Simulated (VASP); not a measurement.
Set up this calculation in VASP 6.6.1, as the native input.

| Property | Result |
| --- | --- |
| Task | relaxation of cell and atoms |
| Functional | PBE |
| Potentials or basis | VASP PAW PBE potentials, release 64 (Ni_sv_GW) |
| Cutoff | 680 eV |
| k mesh | 13 × 13 × 13 |
| Occupations | fermi-dirac, width 0.05 eV |
| Spin | collinear spin, ferromagnetic start |
| Starting moments | [1.0] μB |
| Further INCAR settings | ALGO = Fast; EDIFF = 1e-06; IBRION = 2; EDIFFG = -0.01; NSW = 40; ISIF = 3 |

The structure of Ni lies in POSCAR:

```
Ni
1.0
    0.0000000000      1.7375729330      1.7375729330
    1.7375729330      0.0000000000      1.7375729330
    1.7375729330      1.7375729330      0.0000000000
Ni
1
Direct
    0.0000000000      0.0000000000      0.0000000000
```

The input as run:

INCAR

```
SYSTEM = Ni
ALGO = Fast
EDIFF = 1E-6
EDIFFG = -0.01
ENCUT = 680
GGA = PE
IBRION = 2
ISIF = 3
ISMEAR = -1
ISPIN = 2
LASPH = .True.
LCHARG = .False.
LMAXMIX = 4
LORBIT = 11
LREAL = .False.
LWAVE = .False.
MAGMOM = 1
NELM = 120
NSW = 40
PREC = Accurate
SIGMA = 0.05
```

KPOINTS

```
k-points
0
Gamma
  13 13 13
  0 0 0
```

Potentials or basis: VASP PAW PBE potentials, release 64 (Ni_sv_GW).

Launch:

```console
$ cat potpaw_PBE.64/Ni_sv_GW/POTCAR > POTCAR
$ mpirun -np 1 vasp_std > vasp.out
```

It gave:

```json
{
 "Relaxed volume": "10.79 Å³/atom",
 "Relaxed cell": "a = 2.481 Å, b = 2.481 Å, c = 2.481 Å, α = 60.00°, β = 60.00°, γ = 60.00°",
 "Space group after relaxing (to 0.05 Å)": "Fm-3m (No. 225)",
 "Energy gained by relaxing": "6.2 meV/atom",
 "Ionic steps": "10",
 "Pressure after relaxing": "0.0 GPa",
 "Band gap on the k mesh": "none (metal or under the smearing width)",
 "Net moment": "0.63 μB per cell",
 "Site moments": "Ni +0.67 μB",
 "Valence electrons inside the program's atomic spheres": "Ni 16.35"
}
```

Run time: 3.2 min on 1 thread of Intel(R) Xeon(R) Platinum 8488C (Sapphire Rapids) (shared host), peak memory 0.19 GiB.
